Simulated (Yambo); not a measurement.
# GaP (F-43m) in Yambo: settings compared, part 3 of 3

Yambo 5.3.0. Earlier steps stand in the parts before.

**6. G0W0 quasiparticle levels, LDA**

The input, g0w00.in:

```
gw0
dyson
el_el_corr
rim_cut
HF_and_locXC
ppa
em1d
RandQpts= 1000000
RandGvec= 50 RL
EXXRLvcs= 80 Ry
VXCRLvcs= 80 Ry
Chimod= "HARTREE"
% BndsRnXp
 1 | 89 |
%
NGsBlkXp= 3 Ry
% LongDrXp
 1 | 1 | 1 |
%
PPAPntXp= 27.21138 eV
% GbndRnge
 1 | 89 |
%
GTermKind= "none"
DysSolver= "n"
ExtendOut
% QPkrange
 1 | 8 | 7 | 15 |
%
```

The input, scf.in:

```
&CONTROL
  calculation = 'scf'
  prefix = 'pwscf'
  outdir = './tmp'
  pseudo_dir = './pseudo'
/
&SYSTEM
  ibrav = 0
  A = 3.85408551
  nat = 2
  ntyp = 2
  ecutwfc = 80
  nbnd = 15
  occupations = 'smearing'
  smearing = 'fd'
  degauss = 0.00367493
  force_symmorphic = .true.
/
&ELECTRONS
  conv_thr = 4d-10
  electron_maxstep = 120
  mixing_beta = 0.5
/
ATOMIC_SPECIES
Ga    69.7230 Ga.upf
P     30.9738 P.upf
CELL_PARAMETERS alat
   0.0000000000    0.7071067813    0.7071067813
   0.7071067813    0.0000000000    0.7071067813
   0.7071067813    0.7071067813    0.0000000000
ATOMIC_POSITIONS alat
Ga     0.0000000000    0.0000000000    0.0000000000
P      1.0606601720    1.0606601720    1.0606601720
K_POINTS automatic
8 8 8 0 0 0
```

The input, nscf.in:

```
&CONTROL
  calculation = 'nscf'
  prefix = 'pwscf'
  outdir = './tmp'
  pseudo_dir = './pseudo'
/
&SYSTEM
  ibrav = 0
  A = 3.85408551
  nat = 2
  ntyp = 2
  ecutwfc = 80
  nbnd = 89
  occupations = 'fixed'
  force_symmorphic = .true.
/
&ELECTRONS
  conv_thr = 1d-08
  diago_full_acc = .true.
  diago_thr_init = 1d-06
/
ATOMIC_SPECIES
Ga    69.7230 Ga.upf
P     30.9738 P.upf
CELL_PARAMETERS alat
   0.0000000000    0.7071067813    0.7071067813
   0.7071067813    0.0000000000    0.7071067813
   0.7071067813    0.7071067813    0.0000000000
ATOMIC_POSITIONS alat
Ga     0.0000000000    0.0000000000    0.0000000000
P      1.0606601720    1.0606601720    1.0606601720
K_POINTS automatic
4 4 4 0 0 0
```

Potentials or basis: PseudoDojo 0.4.1 SR LDA standard.

On the command line:

```
> OMP_NUM_THREADS=1 pw.x -in scf.in > scf.out
> OMP_NUM_THREADS=1 pw.x -in nscf.in > nscf.out
> cd tmp/pwscf.save; p2y; mv SAVE ../..; cd ../..
> OMP_NUM_THREADS=1 yambo
> OMP_NUM_THREADS=1 yambo -F g0w00.in -J g0w00 -C g0w00_out
```

Yambo's report:

```text
[... sections 02.01 to 02.04 as in the set-up run ...]

  [02.05] Energies & Occupations
  ==============================

  [X] === General ===
  [X] Electronic Temperature                        :  0.000000  0.000000 [eV K]
  [X] Bosonic    Temperature                        :  0.000000  0.000000 [eV K]
  [X] Finite Temperature mode                       : no
  [X] El. density                                   :  0.44466E+24 [cm-3]
  [X] Fermi Level                                   :  7.359764 [eV]

  [X] === Gaps and Widths ===
  [X] Conduction Band Min                           :  1.501674 [eV]
  [X] Valence Band Max                              :  0.000000 [eV]
  [X] Filled Bands                                  :   9
  [X] Empty Bands                                   :   10   89
  [X] Direct Gap                                    :  1.603166 [eV]
  [X] Direct Gap localized at k                     :  1
  [X] Indirect Gap                                  :  1.501674 [eV]
  [X] Indirect Gap between kpts                     :  1  3
  [X] Last valence band width                       :  3.468527 [eV]
  [X] 1st conduction band width                     :  3.096705 [eV]

 [03] Transferred momenta grid and indexing
 ==========================================

 IBZ Q-points                                      :   8
 BZ  Q-points                                      :   64

 K/Q-points units:
 rlu = crystal or reduced units; cc = cartesian coordinates; iku = interal k-units

 Q [1]          [rlu]:  0.000000  0.000000  0.000000
 Q [2]          [rlu]:  0.61653E-17  0.61653E-17  0.25000
 Q [3]          [rlu]: -0.50098E-16  0.54131E-17 -0.50000
 Q [4]          [rlu]:  0.47839E-17  0.25000      0.25000
[... 367 lines left out ...]
   B=7 Eo= -5.48 E= -5.96 E-Eo= -0.48 Re(Z)=0.75 Im(Z)=-0.189608E-2 nlXC= -16.2699 lXC= -12.3833 So=  3.24888
   B=8 Eo= -3.44 E= -4.02 E-Eo= -0.58 Re(Z)=0.78 Im(Z)=-0.162585E-2 nlXC= -14.1005 lXC= -11.1589 So=  2.19484
   B=9 Eo= -1.21 E= -1.70 E-Eo= -0.49 Re(Z)=0.78 Im(Z)=-0.143322E-2 nlXC= -14.5568 lXC= -12.2375 So=  1.69756
   B=10 Eo=  3.04 E=  3.37 E-Eo=  0.33 Re(Z)=0.80 Im(Z)=-0.139885E-2 nlXC= -6.78843 lXC= -11.3386 So= -4.12975
   B=11 Eo=  5.58 E=  5.89 E-Eo=  0.31 Re(Z)=0.78 Im(Z)=-0.152611E-2 nlXC= -6.15455 lXC= -11.2602 So= -4.70753
   B=12 Eo=  5.76 E=  6.05 E-Eo=  0.29 Re(Z)=0.78 Im(Z)=-0.158231E-2 nlXC= -6.19577 lXC= -11.2875 So= -4.72061
   B=13 Eo=  6.12 E=  6.42 E-Eo=  0.30 Re(Z)=0.79 Im(Z)=-0.146330E-2 nlXC= -5.70686 lXC= -10.7836 So= -4.69876
   B=14 Eo=  8.24 E=  8.75 E-Eo=  0.52 Re(Z)=0.79 Im(Z)=-0.100379E-2 nlXC= -4.72117 lXC= -10.4282 So= -5.04857
   B=15 Eo= 10.89 E= 11.10 E-Eo=  0.21 Re(Z)=0.74 Im(Z)=-0.341454E-2 nlXC= -4.85800 lXC= -11.0615 So= -5.92243
[... 12 lines left out ...]
  QP [eV] @ K [8] (iku): -0.500000  0.250000  0.000000
   B=7 Eo= -6.64 E= -7.16 E-Eo= -0.52 Re(Z)=0.74 Im(Z)=-0.175858E-2 nlXC= -16.8252 lXC= -12.4411 So=  3.68377
   B=8 Eo= -3.62 E= -4.20 E-Eo= -0.59 Re(Z)=0.77 Im(Z)=-0.167145E-2 nlXC= -14.1970 lXC= -11.1181 So=  2.31942
   B=9 Eo= -3.47 E= -4.11 E-Eo= -0.64 Re(Z)=0.78 Im(Z)=-0.158072E-2 nlXC= -13.9473 lXC= -10.9170 So=  2.20508
   B=10 Eo=  4.60 E=  4.92 E-Eo=  0.33 Re(Z)=0.80 Im(Z)=-0.144083E-2 nlXC= -5.62201 lXC= -10.3703 So= -4.33800
   B=11 Eo=  4.77 E=  5.18 E-Eo=  0.42 Re(Z)=0.78 Im(Z)=-0.154638E-2 nlXC= -7.08633 lXC= -12.3179 So= -4.69824
   B=12 Eo=  5.97 E=  6.25 E-Eo=  0.28 Re(Z)=0.79 Im(Z)=-0.167494E-2 nlXC= -5.73024 lXC= -10.9094 So= -4.81816
   B=13 Eo=  6.01 E=  6.30 E-Eo=  0.29 Re(Z)=0.80 Im(Z)=-0.145442E-2 nlXC= -5.44421 lXC= -10.3628 So= -4.55251
   B=14 Eo= 11.39 E= 11.64 E-Eo=  0.25 Re(Z)=0.73 Im(Z)=-0.113991E-2 nlXC= -5.18446 lXC= -11.7761 So= -6.24474
   B=15 Eo= 11.75 E= 12.10 E-Eo=  0.35 Re(Z)=0.71 Im(Z)= -0.05021 nlXC= -5.53450 lXC=-12.17328 So= -6.13577

  [WR./g0w00//ndb.QP]-------------------------------------------------------------
   Lattice constants                                :  5.149976  5.149976  5.149976
   Coulomb cutoff potential                         : none
   Electronic Temperature                           :  0.000000 [K]
   Bosonic    Temperature                           :  0.000000 [K]
   Green`s function   energies                      : Slater exchange(X)+Perdew & Wang(C)
   wavefunctions                                    : Slater exchange(X)+Perdew & Wang(C)
   PPA    diel. fun.  energies                      : Slater exchange(X)+Perdew & Wang(C)
   wavefunctions                                    : Slater exchange(X)+Perdew & Wang(C)
   QP tot states                                    :   72
   GW solver                                        : Newton
   GW approximation                                 : PPA
   PPA imaginary Energy                             :  27.21138 ev
   RIM G`s                                          :   51
   RIM random pts                                   :  1000000
   dS/dw steps                                      :  2
   dS/dw step                                       :  0.100000 ev
   X G`s                                            :   51 used
   X G`s                                            :   51 disk
   X bands                                          :    1   89
   X poles                                          :  100.0000 o/o
   X e/h E range                                    : -1.000000 -1.000000 ev
   X Hxc Kernel                                     : HARTREE
   X BZ energy Double Grid                          : no
   X Optical Averaged directions                    : none
   Sc/G bands                                       :    1   89
   Sc/G damping                                     :  0.100000 ev
   Sc bands terminator                              : no
   Sx RL components                                 :   3383

   QP @ state[ 1 ] K range                          :   1   8
   QP @ state[ 1 ] b range                          :   7  15
   GF energies kind                                 : Slater exchange(X)+Perdew & Wang(C)
   GF WF`s kind                                     : Slater exchange(X)+Perdew & Wang(C)
   Xs energies kind                                 : Slater exchange(X)+Perdew & Wang(C)
   Xs WF`s kind                                     : Slater exchange(X)+Perdew & Wang(C)
```

r_setup:

```text
[02] CORE Variables Setup
 =========================

  [02.01] Unit cells
  ==================

  Cell kind             :  FCC
  Atoms in the cell     :  Ga  P
  number of Ga atoms    :  1
  number of P  atoms    :  1
[... 247 lines left out ...]

  [03.01] X indexes
  =================

   [03.01.01] Sigma indexes
   ========================

   [WR./SAVE//ndb.kindx]-----------------------------------------------------------
    Fragmentation                                    : no
    Polarization last K ( bz)                        :   64
    Polarization last K (ibz)                        :   8
    QP states                                        :   1   8
    X grid is uniform                                : yes
    Grids (string)                                   :  X S
    Grids (int-vector)                               :  1  0  0  1
```

Run time: 3.4 min. Hardware: 1 thread of Arm Neoverse V2, shared host; peak memory 0.39 GiB.

What came out:

```yaml
Band_gap_on_the_k_mesh_mean-field_level: 1.50 eV, indirect (least direct gap 1.60 eV)
Quasiparticle_gap: 2.06 eV
Least_direct_quasiparticle_gap: 2.34 eV
Quasiparticle_gap_at_Γ: 2.34 eV
Band_gap_of_the_same_states_before_the_correction: 1.50 eV
```

Quasiparticle terms (eV):
```tsv
k point	band	Kohn-Sham level	Vxc	Σx	Σc	Z	result
(0.000, 0.000, 0.000)	7	0.00	-12.79	-14.57	1.35	0.79	-0.34
(0.000, 0.000, 0.000)	8	0.00	-12.79	-14.57	1.35	0.79	-0.34
(0.000, 0.000, 0.000)	9	0.00	-12.79	-14.57	1.35	0.79	-0.34
(0.000, 0.000, 0.000)	10	1.60	-12.62	-8.14	-3.97	0.79	2.00
(0.000, 0.000, 0.000)	11	3.80	-11.18	-6.93	-4.02	0.80	3.97
(0.000, 0.000, 0.000)	12	3.80	-11.18	-6.93	-4.02	0.80	3.97
(0.000, 0.000, 0.000)	13	3.80	-11.18	-6.93	-4.02	0.80	3.97
(0.000, 0.000, 0.000)	14	8.49	-9.46	-3.77	-5.44	0.78	8.68
(0.000, 0.000, 0.000)	15	9.74	-11.15	-4.91	-5.37	0.81	10.45
(0.000, 0.000, 0.250)	7	-3.94	-12.18	-15.27	2.50	0.77	-4.39
(0.000, 0.000, 0.250)	8	-0.67	-12.46	-14.53	1.53	0.79	-1.10
(0.000, 0.000, 0.250)	9	-0.67	-12.46	-14.53	1.53	0.79	-1.10
(0.000, 0.000, 0.250)	10	1.99	-11.78	-7.46	-3.92	0.80	2.31
(0.000, 0.000, 0.250)	11	4.66	-11.24	-6.62	-4.30	0.79	4.92
(0.000, 0.000, 0.250)	12	4.66	-11.24	-6.62	-4.30	0.79	4.91
(0.000, 0.000, 0.250)	13	6.18	-11.43	-6.27	-4.81	0.78	6.45
(0.000, 0.000, 0.250)	14	8.90	-10.48	-4.56	-5.25	0.78	9.43
(0.000, 0.000, 0.250)	15	8.90	-10.48	-4.56	-5.25	0.78	9.42
(0.000, 0.000, -0.500)	7	-6.71	-11.40	-15.94	3.72	0.74	-7.32
(0.000, 0.000, -0.500)	8	-1.13	-12.31	-14.68	1.74	0.78	-1.62
```

Caveat: the k mesh is coarse (spacing up to 0.50 Å⁻¹), so the values aren't converged; the potentials hold a filled d shell without the s and p states of that shell, which can shift GW gaps by tenths of an eV, either way; the screening block or the number of bands is too small for a converged GW gap; this version prints the column dSc/dw multiplied by 27.2. A k mesh can miss the band edges.

**7. Overview**

```csv
task,level,potentials or basis,k mesh,cutoff (eV),direction of the field or of q to 0,broadening,kernel,top of the energy range,energy points,mesh quality,gap on the mesh (eV)
optical spectrum,PBEsol,PseudoDojo 0.4.1 SR PBEsol standard,6 × 6 × 6,762,x + y + z,0.05 eV,none (independent particles),30 eV,200,not flagged,1.52
optical spectrum,PBEsol,PseudoDojo 0.4.1 SR PBEsol standard,6 × 6 × 6,762,y,0.2 eV,Hartree (RPA with local fields),30 eV,150,not flagged,1.52
optical spectrum by the Bethe-Salpeter equation,PBEsol,PseudoDojo 0.4.1 SR PBEsol standard,6 × 6 × 6,762,x + y + z,0.1 eV,none (independent particles),20 eV,300,not flagged,-
energy-loss spectrum,PBEsol,PseudoDojo 0.4.1 SR PBEsol standard,6 × 6 × 6,762,-,0.2 eV,Hartree (RPA with local fields),40 eV,200,not flagged,1.52
G0W0 quasiparticle levels,LDA,PseudoDojo 0.4.1 SR LDA standard,4 × 4 × 4,1088,x + y + z,0.1 eV,-,-,-,coarse,-
```

Alike in all rows: no spin polarisation; cell as given; smearing fixed.

Caveats: some runs use coarse meshes; spectra need much finer meshes, so this one isn't converged (some runs); the scissor is the correction of the direct gap in an earlier G0W0 run on the same states (some runs); independent-particle spectra lack excitons (some runs); these spectra lack excitons (some runs); loss spectra need finer meshes, so the fine structure isn't converged (some runs); the potentials hold a filled d shell without the s and p states of that shell, which can shift GW gaps by tenths of an eV, either way (some runs); the screening block or the number of bands is too small for a converged GW gap (some runs).

Total energies depend on the potentials used, so only differences within one code and one set of settings carry meaning.

**8. Against experiment**

Step 2. Against the measured gap of GaP, 2.34 eV (indirect; 10 K; quoted in “Stacking defects in GaP nanowires: Electronic structure and optical properties”, 2018, arxiv:1810.01194), the calculated 1.52 eV is off by -0.82 eV. Spin-orbit coupling on Ga is left out. The value is that of PBEsol on a finite k mesh, which can miss the band edges, without temperature or zero-point motion. Semilocal functionals fall short of measured gaps as a rule.

Step 3. Measured gap of GaP: 2.34 eV (indirect; 10 K; quoted in “Stacking defects in GaP nanowires: Electronic structure and optical properties”, 2018, arxiv:1810.01194). This calculation gives 1.52 eV (-0.82 eV). Spin-orbit coupling on Ga is left out. The value is that of PBEsol on a finite k mesh, which can miss the band edges, without temperature or zero-point motion. Semilocal functionals fall short of measured gaps as a rule.

Step 4. Against the measured gap of GaP, 2.34 eV (indirect; 10 K; quoted in “Stacking defects in GaP nanowires: Electronic structure and optical properties”, 2018, arxiv:1810.01194), the calculated 1.52 eV is off by -0.82 eV. Spin-orbit coupling on Ga is left out. The value is that of PBEsol on a finite k mesh, which can miss the band edges, without temperature or zero-point motion. Semilocal functionals fall short of measured gaps as a rule.

Step 5. Against the measured gap of GaP, 2.34 eV (indirect; 10 K; quoted in “Stacking defects in GaP nanowires: Electronic structure and optical properties”, 2018, arxiv:1810.01194), the calculated 1.52 eV is off by -0.82 eV. Spin-orbit coupling on Ga is left out. The value is that of PBEsol on a finite k mesh, which can miss the band edges, without temperature or zero-point motion. Semilocal functionals fall short of measured gaps as a rule.
